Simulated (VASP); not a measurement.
VASP ran on this input.

POSCAR:
```
BeO
1
    1.3466670985    -2.3324962340     0.0000000000
    1.3466670985     2.3324962340     0.0000000000
    0.0000000000     0.0000000000     4.3727364643
Be O
2 2
Direct
  0.6666670000   0.3333330000   0.5000607710
  0.3333330000   0.6666670000   0.0000607710
  0.6666670000   0.3333330000   0.8779392290
  0.3333330000   0.6666670000   0.3779392290
```

KPOINTS:
```
Automatic mesh
0
Gamma
9 9 5
0 0 0
```

INCAR:
```
ALGO=Normal
EDIFF=1E-7
EDIFFG=-0.01
ENCUT=520
IBRION=2
ISIF=4
ISMEAR=0
LASPH=.True.
LCHARG=.False.
LREAL=.False.
LWAVE=.False.
NELM=100
NSW=30
PREC=Accurate
SIGMA=0.05
SYSTEM=BeO
```

POTCAR, in this order: Be O (LDA.64 set). Program: vasp_std.

Question: Translate this LDA calculation to Quantum ESPRESSO's pw.x.

Answer: One equivalent input (not run):
```
&CONTROL
  calculation = 'vc-relax'
  pseudo_dir = './pseudo'
  outdir = './out'
  tprnfor = .true.
  tstress = .true.
  nstep = 30
  forc_conv_thr = 0.00039
/
&SYSTEM
  ibrav = 0
  nat = 4
  ntyp = 2
  ecutwfc = 88
  occupations = 'smearing'
  smearing = 'gaussian'
  degauss = 0.003675
  input_dft = 'pz'
/
&ELECTRONS
  conv_thr = 7.3e-09
  electron_maxstep = 100
/
&IONS
/
&CELL
  cell_dofree = 'shape'
/
ATOMIC_SPECIES
  Be 9.012 Be.upf
  O 15.999 O.upf
CELL_PARAMETERS angstrom
     1.3466671   -2.3324962    0.0000000
     1.3466671    2.3324962    0.0000000
     0.0000000    0.0000000    4.3727365
ATOMIC_POSITIONS crystal
  Be   0.6666670  0.3333330  0.5000608
  Be   0.3333330  0.6666670  0.0000608
  O    0.6666670  0.3333330  0.8779392
  O    0.3333330  0.6666670  0.3779392
K_POINTS automatic
  9 9 5 0 0 0
```
What does not carry over: the potentials are each code's own (VASP's PAW set, PseudoDojo norm-conserving files in pw.x), so ENCUT and ecutwfc are chosen apart and not converted; conv_thr bounds pw.x's estimated SCF error, while EDIFF bounds the energy change between steps; forc_conv_thr acts on force components and is met together with etot_conv_thr.

The compound is BeO in the wurtzite structure. This cell is one point of a volume scan, at 1.03 of the reference volume.
